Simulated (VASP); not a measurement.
# How smearing and SCF threshold change a VASP run on AlCo, part 3 of 3

How sensitive are energy, pressure and forces of AlCo to the smearing and SCF threshold? The atoms are off their equilibrium sites, so that forces can be compared too. The series runs use PBE. The atoms of the start are displaced at random from the sites of a Pm-3m cell.

VASP 6.6.1; PBE, spin-polarised from a ferromagnetic start (one magnetic atom a cell); plane waves and PAW (Al, Co).

Still holding for the runs below: The k-mesh is coarse for a metal.

So far. Step 11 (Smearing: ISMEAR = 1, SIGMA = 0.5): Against the run before the energy at zero width moves by +1.85 meV an atom and the pressure by -0.11 GPa, after 14 cycles in 33 s. The entropy term T·S comes to 13.26 meV an atom in size. Step 12 (Smearing: ISMEAR = -5): Against the first of the series the energy at zero width moves by +0.14 meV an atom and the pressure by -0.08 GPa, after 15 cycles in 30 s.

## (13) The smearing series as a table

This step: convergence of PBE results with the smearing; plane waves and PAW (VASP 6.6.1).

Derived from the runs above.

One cell and one 7×7×7 mesh. Free energy against width, by row:

```
Fermi-Dirac width σ (eV)  free energy less that at the narrowest width (meV/atom)
                    0.01                                                        0
                    0.05                                                       -1
                     0.1                                                    -4.63
                     0.2                                                   -25.52
                     0.5                                                   -243.2
```

Differences are taken from the run with ISMEAR = -1, SIGMA = 0.01. Results of the series, by row:

```
                  setting     status  energy less the reference (meV/atom)  pressure (GPa)  largest force difference (meV/Å)  moment (μB)  SCF cycles  wall time (s)
ISMEAR = -1, SIGMA = 0.01  converged                                     0           6.648                                 0        0.022          14             27
ISMEAR = -1, SIGMA = 0.05  converged                               -0.1242           6.721                             0.054      7.00e-4          13             32
 ISMEAR = -1, SIGMA = 0.1  converged                                0.9205           6.813                             0.814      1.00e-4          14             34
 ISMEAR = -1, SIGMA = 0.2  converged                                 6.402           7.584                             3.893      2.00e-4          14             28
 ISMEAR = -1, SIGMA = 0.5  converged                                    35           13.31                             21.45      2.00e-4          14             33
 ISMEAR = 1, SIGMA = 0.01  converged                               0.03419           6.636                             0.049       0.0235          14             28
 ISMEAR = 1, SIGMA = 0.05  converged                             -0.001635            6.67                             0.052       0.0222          13             26
  ISMEAR = 1, SIGMA = 0.1  converged                               -0.1486           6.654                             0.057      9.00e-4          13             27
  ISMEAR = 1, SIGMA = 0.2  converged                               -0.4911           6.603                             0.018      6.00e-4          13             34
  ISMEAR = 1, SIGMA = 0.5  converged                                 1.358           6.497                              0.33      2.00e-4          14             33
              ISMEAR = -5  converged                                0.1376           6.568                             0.085            0          15             30
```

## (14) SCF threshold: EDIFF = 0.01

This step: PBE, spin-polarised from a ferromagnetic start (one magnetic atom a cell); plane waves and PAW (Al, Co) (VASP 6.6.1).

EDIFF stops the electronic loop; forces need it tighter than energies do.

File INCAR:

```
SYSTEM = AlCo
PREC = Accurate
ENCUT = 400
EDIFF = 0.01
NELM = 100
ISMEAR = -1
SIGMA = 0.05
LREAL = .FALSE.
ALGO = Normal
GGA = PE
NBANDS = 15
ISPIN = 2
MAGMOM = 0 2
LASPH = .TRUE.
LMAXMIX = 4
LORBIT = 11
LWAVE = .FALSE.
LCHARG = .FALSE.
KPAR = 2
ISIF = 2
```

File POSCAR:

```
AlCo
1.0
    2.8194032100      0.0000000000      0.0000000000
    0.0000000000      2.8194032100      0.0000000000
    0.0000000000      0.0000000000      2.8194032100
Al Co
1 1
Direct
    0.0188250000     -0.0064950000     -0.0012330000
    0.4910550000      0.4935820000      0.4978660000
```

File KPOINTS:

```
Automatic mesh
0
Gamma
7 7 7
0 0 0
```

The projector-augmented-wave data sets are Al and Co (PBE family, release 64).

Launch:

```bash
$ mpirun -np 2 vasp_std
```

What it wrote:

```text
[... set-up lines as in an earlier step ...]
 entering main loop
       N       E                     dE             d eps       ncg     rms          rms(c)
[... 4 cycles as in an earlier step ...]
DAV:   5    -0.131804413450E+02   -0.50945E-03   -0.50941E-03 10517   0.578E-01    0.138E+01
DAV:   6    -0.157572587525E+02   -0.25768E+01   -0.46917E+01 12497   0.816E+01    0.163E+01
DAV:   7    -0.119713179655E+02    0.37859E+01   -0.24964E+01 12469   0.524E+01    0.270E+00
DAV:   8    -0.119678554131E+02    0.34626E-02   -0.21786E-01 12632   0.328E+00    0.132E+00
DAV:   9    -0.119569169555E+02    0.10938E-01   -0.24993E-02  7169   0.140E+00    0.843E-01
DAV:  10    -0.119556680545E+02    0.12489E-02   -0.24173E-03  6294   0.353E-01
   1 F= -.11955668E+02 E0= -.11953796E+02  d E =-.374400E-02  mag=    -0.0025
```

It took 19 s on 2 MPI ranks of AMD EPYC 7R43, shared host; peak memory 0.27 GiB.

OUTCAR, selected parts (step 14):

```text
   NELECT =      12.0000    total number of electrons

 E-fermi :  10.9529

 spin component 1
 k-point     1 :       0.0000    0.0000    0.0000
  band No.  band energies     occupation
    ...
      2       7.8817      1.00000
      3       7.8911      1.00000
      4      10.1060      1.00000
      5      10.1140      1.00000
      6      10.1140      1.00000
      7      17.1413      0.00000
      8      17.1437      0.00000
      9      17.1440      0.00000
     10      19.8865      0.00000
     11      19.8956      0.00000
    ...

 k-point     2 :       0.1429    0.0000    0.0000
  band No.  band energies     occupation
    ...
      2       7.8292      1.00000
      3       7.9896      1.00000
      4       9.9152      1.00000
      5       9.9153      1.00000
      6      10.1282      1.00000
      7      14.6326      0.00000
      8      17.6794      0.00000
      9      17.6795      0.00000
     10      19.8262      0.00000
     11      22.1190      0.00000
    ...

  Total        0.9668257      1.0224157      1.0223844     -0.0004369      0.0000038      0.0052916
  in kB       69.1173687     73.0914411     73.0892027     -0.0312301      0.0002745      0.3782922
  external PRESSURE =      71.7660042 kB  Pullay stress =       0.0000000 kB

 POSITION                                       TOTAL-FORCE (eV/Angst)
 -----------------------------------------------------------------------------------
      0.05308      2.80109      2.81593        -0.644760      0.001766     -0.021344
      1.38448      1.39161      1.40368         0.644760     -0.001766      0.021344
 -----------------------------------------------------------------------------------
    total drift:                                0.001081      0.000095      0.000079

  FREE ENERGIE OF THE ION-ELECTRON SYSTEM (eV)
  ---------------------------------------------------
  free  energy   TOTEN  =       -11.9556680545 eV

  energy  without entropy=      -11.9519240512  energy(sigma->0) =      -11.95379605

 magnetization (x)
# of ion       s       p       d       tot
------------------------------------------
    1       -0.000   0.000   0.000  -0.000
    2        0.000   0.000  -0.002  -0.001
--------------------------------------------------
tot         -0.000   0.001  -0.002  -0.001

[... 8 parts as in an earlier step ...]

[... 14 further parts left out ...]
```

Numbers from this step:

```yaml
scf_cycles: 10
free_energy_toten: -11.96 eV
fermi_energy: 10.95 eV
pressure: 7.177 GPa
```

The series starts at -5.9769 eV an atom and 7.18 GPa, after 10 cycles in 19 s.

## (15) SCF threshold: EDIFF = 0.001

INCAR, as its differences from that of step 14:

```diff
@@ -3,3 +3,3 @@
 ENCUT = 400
-EDIFF = 0.01
+EDIFF = 0.001
 NELM = 100
```

POSCAR is that of step 14.

KPOINTS is that of step 14.

Launch:

```bash
$ mpirun -np 2 vasp_std
```

What it wrote:

```text
[... set-up lines as in an earlier step ...]
 entering main loop
       N       E                     dE             d eps       ncg     rms          rms(c)
[... 4 cycles as in an earlier step ...]
DAV:   5    -0.131805423210E+02   -0.61043E-03   -0.61041E-03 13033   0.578E-01    0.138E+01
DAV:   6    -0.157543093682E+02   -0.25738E+01   -0.46874E+01 12497   0.816E+01    0.163E+01
DAV:   7    -0.119714142410E+02    0.37829E+01   -0.24951E+01 12469   0.524E+01    0.271E+00
DAV:   8    -0.119678486033E+02    0.35656E-02   -0.21777E-01 12640   0.328E+00    0.132E+00
DAV:   9    -0.119570583122E+02    0.10790E-01   -0.26325E-02 14983   0.140E+00    0.844E-01
DAV:  10    -0.119556964560E+02    0.13619E-02   -0.12680E-03  9106   0.313E-01    0.211E-01
DAV:  11    -0.119556404511E+02    0.56005E-04   -0.22693E-04  6476   0.135E-01
   1 F= -.11955640E+02 E0= -.11953766E+02  d E =-.374872E-02  mag=     0.0026
```

Wall time 22 s (2 MPI ranks); peak memory 0.28 GiB.

Parts of OUTCAR (step 15):

```text
  Total        0.8126777      0.8678539      0.8678170     -0.0003719      0.0000244      0.0053040
  in kB       58.0974862     62.0419787     62.0393399     -0.0265876      0.0017423      0.3791808
  external PRESSURE =      60.7262682 kB  Pullay stress =       0.0000000 kB

 POSITION                                       TOTAL-FORCE (eV/Angst)
 -----------------------------------------------------------------------------------
      0.05308      2.80109      2.81593        -0.644674      0.001741     -0.021372
      1.38448      1.39161      1.40368         0.644674     -0.001741      0.021372
 -----------------------------------------------------------------------------------
    total drift:                                0.001020      0.000161      0.000146

  FREE ENERGIE OF THE ION-ELECTRON SYSTEM (eV)
  ---------------------------------------------------
  free  energy   TOTEN  =       -11.9556404511 eV

  energy  without entropy=      -11.9518917277  energy(sigma->0) =      -11.95376609

 magnetization (x)
# of ion       s       p       d       tot
------------------------------------------
    1       -0.000   0.000   0.000   0.000
    2        0.000   0.000  -0.002  -0.002
--------------------------------------------------
tot          0.000   0.000  -0.002  -0.001

[... 2 parts as in an earlier step ...]

[... 1 further part left out ...]
[key lines of the parts left out:]
E-fermi :  10.9527
```

Against the run before the energy moves by +0.01 meV an atom and the pressure by -1.10 GPa, after 11 cycles in 22 s.

## (16) SCF threshold: EDIFF = 1E-04

INCAR, as its differences from that of step 15:

```diff
@@ -3,3 +3,3 @@
 ENCUT = 400
-EDIFF = 0.001
+EDIFF = 1E-04
 NELM = 100
```

POSCAR is that of step 15.

KPOINTS is that of step 15.

Launch:

```bash
$ mpirun -np 2 vasp_std
```

What it wrote:

```text
[... set-up lines as in an earlier step ...]
 entering main loop
       N       E                     dE             d eps       ncg     rms          rms(c)
[... 10 cycles as in an earlier step ...]
DAV:  11    -0.119556436709E+02    0.66716E-04   -0.10566E-04 10807   0.795E-02
   1 F= -.11955644E+02 E0= -.11953769E+02  d E =-.374923E-02  mag=     0.0036
```

Run time: 23 s. Hardware: 2 MPI ranks; peak memory 0.27 GiB.

OUTCAR, selected parts (step 16):

```text
  Total        0.8558002      0.9106301      0.9106047     -0.0003635      0.0000149      0.0052990
  in kB       61.1802687     65.1000025     65.0981882     -0.0259836      0.0010682      0.3788231
  external PRESSURE =      63.7928198 kB  Pullay stress =       0.0000000 kB

 POSITION                                       TOTAL-FORCE (eV/Angst)
 -----------------------------------------------------------------------------------
      0.05308      2.80109      2.81593        -0.644342      0.001734     -0.021364
      1.38448      1.39161      1.40368         0.644342     -0.001734      0.021364
 -----------------------------------------------------------------------------------
    total drift:                                0.000409      0.000183      0.000133

  FREE ENERGIE OF THE ION-ELECTRON SYSTEM (eV)
  ---------------------------------------------------
  free  energy   TOTEN  =       -11.9556436709 eV

  energy  without entropy=      -11.9518944400  energy(sigma->0) =      -11.95376906

 magnetization (x)
# of ion       s       p       d       tot
------------------------------------------
    1       -0.000   0.000   0.000   0.000
    2        0.000   0.000  -0.002  -0.001
--------------------------------------------------
tot          0.000   0.000  -0.002  -0.001

[... 2 parts as in an earlier step ...]

[... 1 further part left out ...]
[key lines of the parts left out:]
E-fermi :  10.9522
```

Against the run before the energy stays within 0.01 meV an atom; the pressure moves by +0.31 GPa, after 11 cycles in 23 s.

## (17) SCF threshold: EDIFF = 1E-05

INCAR, as its differences from that of step 16:

```diff
@@ -3,3 +3,3 @@
 ENCUT = 400
-EDIFF = 1E-04
+EDIFF = 1E-05
 NELM = 100
```

POSCAR is that of step 16.

KPOINTS is that of step 16.

Launch:

```bash
$ mpirun -np 2 vasp_std
```

What it wrote:

```text
[... set-up lines as in an earlier step ...]
 entering main loop
       N       E                     dE             d eps       ncg     rms          rms(c)
[... 11 cycles as in an earlier step ...]
DAV:  12    -0.119556353693E+02    0.89222E-05   -0.27964E-05  9069   0.466E-02
   1 F= -.11955635E+02 E0= -.11953760E+02  d E =-.375026E-02  mag=     0.0025
```

Elapsed: 27 s, on 2 MPI ranks; peak memory 0.27 GiB; 49 s of CPU time.

From OUTCAR (step 17):

```text
  Total        0.8614769      0.9154928      0.9154958     -0.0003607      0.0000074      0.0052919
  in kB       61.5860898     65.4476328     65.4478461     -0.0257874      0.0005275      0.3783116
  external PRESSURE =      64.1605229 kB  Pullay stress =       0.0000000 kB

 POSITION                                       TOTAL-FORCE (eV/Angst)
 -----------------------------------------------------------------------------------
      0.05308      2.80109      2.81593        -0.643940      0.001737     -0.021349
      1.38448      1.39161      1.40368         0.643940     -0.001737      0.021349
 -----------------------------------------------------------------------------------
    total drift:                                0.000747      0.000178      0.000144

  FREE ENERGIE OF THE ION-ELECTRON SYSTEM (eV)
  ---------------------------------------------------
  free  energy   TOTEN  =       -11.9556353693 eV

  energy  without entropy=      -11.9518851109  energy(sigma->0) =      -11.95376024

[... 3 parts as in an earlier step ...]

[... 1 further part left out ...]
[key lines of the parts left out:]
E-fermi :  10.9522
```

Against the run before the energy stays within 0.01 meV an atom; the pressure moves by +0.04 GPa, after 12 cycles in 27 s.

## (18) SCF threshold: EDIFF = 1E-06

INCAR, as its differences from that of step 17:

```diff
@@ -3,3 +3,3 @@
 ENCUT = 400
-EDIFF = 1E-05
+EDIFF = 1E-06
 NELM = 100
```

POSCAR is that of step 17.

KPOINTS is that of step 17.

Launch:

```bash
$ mpirun -np 2 vasp_std
```

What it wrote:

```text
[... set-up lines as in an earlier step ...]
 entering main loop
       N       E                     dE             d eps       ncg     rms          rms(c)
[... 13 cycles as in an earlier step ...]
   1 F= -.11955635E+02 E0= -.11953760E+02  d E =-.375100E-02  mag=     0.0007
```

The job ended after 27 s (2 MPI ranks; peak memory 0.26 GiB; 49 s of CPU time).

Parts of OUTCAR (step 18):

```text
[... 7 parts as in an earlier step ...]

[... 1 further part left out ...]
[key lines of the parts left out:]
E-fermi :  10.9513
```

Against the run before the energy stays within 0.01 meV an atom; the pressure moves by +0.31 GPa, after 13 cycles in 27 s.

## (19) SCF threshold: EDIFF = 1E-08

INCAR, as its differences from that of step 18:

```diff
@@ -3,3 +3,3 @@
 ENCUT = 400
-EDIFF = 1E-06
+EDIFF = 1E-08
 NELM = 100
```

POSCAR is that of step 18.

KPOINTS is that of step 18.

Launch:

```bash
$ mpirun -np 2 vasp_std
```

What it wrote:

```text
[... set-up lines as in an earlier step ...]
 entering main loop
       N       E                     dE             d eps       ncg     rms          rms(c)
[... 12 cycles as in an earlier step ...]
DAV:  13    -0.119556350394E+02    0.51039E-06   -0.44586E-06 14754   0.187E-02    0.128E-02
DAV:  14    -0.119556360641E+02   -0.10247E-05   -0.11730E-06 14938   0.813E-03    0.456E-03
DAV:  15    -0.119556362681E+02   -0.20399E-06   -0.13757E-06 15745   0.835E-03    0.158E-03
DAV:  16    -0.119556362906E+02   -0.22441E-07   -0.97513E-08 12083   0.265E-03    0.703E-04
DAV:  17    -0.119556362951E+02   -0.45377E-08   -0.27993E-09  7694   0.471E-04
   1 F= -.11955636E+02 E0= -.11953761E+02  d E =-.375090E-02  mag=    -0.0000
```

Run time: 33 s. Hardware: 2 MPI ranks; peak memory 0.27 GiB; 62 s of CPU time.

Parts of OUTCAR (step 19):

```text
  Total        0.8867681      0.9404848      0.9405111     -0.0003584      0.0000010      0.0052850
  in kB       63.3941334     67.2342832     67.2361685     -0.0256202      0.0000686      0.3778186
  external PRESSURE =      65.9548617 kB  Pullay stress =       0.0000000 kB

 POSITION                                       TOTAL-FORCE (eV/Angst)
 -----------------------------------------------------------------------------------
      0.05308      2.80109      2.81593        -0.643432      0.001738     -0.021330
      1.38448      1.39161      1.40368         0.643432     -0.001738      0.021330
 -----------------------------------------------------------------------------------
    total drift:                                0.000223      0.000176      0.000123

  FREE ENERGIE OF THE ION-ELECTRON SYSTEM (eV)
  ---------------------------------------------------
  free  energy   TOTEN  =       -11.9556362951 eV

  energy  without entropy=      -11.9518853938  energy(sigma->0) =      -11.95376084

 magnetization (x)
# of ion       s       p       d       tot
------------------------------------------
    1        0.000   0.000   0.000   0.000
    2        0.000   0.000  -0.000  -0.000
--------------------------------------------------
tot          0.000   0.000  -0.000  -0.000

[... 2 parts as in an earlier step ...]

[... 1 further part left out ...]
[key lines of the parts left out:]
E-fermi :  10.9517
```

Against the run before the energy stays within 0.01 meV an atom; the pressure moves by -0.13 GPa, after 17 cycles in 33 s.

## (20) The SCF threshold series as a table

This step: convergence of PBE results with the threshold; plane waves and PAW (VASP 6.6.1).

This step runs nothing: it gathers the runs above.

Differences are taken from the run with EDIFF = 1E-08. Results of the series, by row:

```
      setting     status  energy less the reference (meV/atom)  pressure (GPa)  largest force difference (meV/Å)  moment (μB)  SCF cycles  wall time (s)
 EDIFF = 0.01  converged                               -0.0176           7.177                             1.328      -0.0025          10           18.8
EDIFF = 0.001  converged                             -0.002625           6.073                             1.242       0.0026          11             22
EDIFF = 1E-04  converged                              -0.00411           6.379                              0.91       0.0036          11             23
EDIFF = 1E-05  converged                               3.00e-4           6.416                             0.508       0.0025          12             27
EDIFF = 1E-06  converged                               6.60e-4           6.721                             0.198      7.00e-4          13             27
EDIFF = 1E-08  converged                                     0           6.595                                 0            0          17             33
```

## (21) Outcome

```json
{
  "spread of the pressure over the smearing": "6.81 GPa",
  "spread of the energy over the smearing": "35.5 meV/atom",
  "SCF threshold from which the energy stays within 10 meV/atom of the reference": "EDIFF = 0.01",
  "SCF threshold from which the energy stays within 1 meV/atom of the reference": "EDIFF = 0.01",
  "SCF threshold from which the pressure stays within 0.2 GPa of the reference": "EDIFF = 1E-05",
  "spread of the pressure over the SCF threshold": "1.10 GPa",
  "spread of the energy over the SCF threshold": "0.0183 meV/atom"
}
```

**Reading.** The usual rule keeps the entropy term T·S under 1 meV an atom, which holds up to a width of 0.01 eV for Fermi-Dirac and 0.1 eV for first-order Methfessel-Paxton. That rule is made for Methfessel-Paxton; with the other schemes the zero-width estimate is the energy to use. Farthest in energy from the narrowest smearing lies ISMEAR = -1, SIGMA = 0.5 (+35.0 meV an atom, +6.66 GPa, 21.5 meV/Å in forces). On a fixed mesh a narrow width is not the exact answer for a metal: it samples the Fermi surface more noisily. From EDIFF = 0.01 on, the energy stays within 1 meV an atom of the reference, at 57 % of its time. The pressure holds within 0.2 GPa from EDIFF = 1E-05 on. The loosest stop saves 7 of 17 cycles and costs -0.0 meV an atom, +0.58 GPa, 1.3 meV/Å in forces.

[Lines on the potential files, build, host, timing and source positions are cut from VASP's logs without a mark.]

[Logs are printed without paths, hosts, clocks, repeated set-up lines and the standing remarks that a program may print on its own settings, such as how far it seeks lower states.]

[Hosts, paths, dates, database ids (printed as entryN), source tags and the programs' standing remarks are cut or masked in the printed files.]

[A measured line is paired with the nearest computed mode of its activity, which favours agreement.]
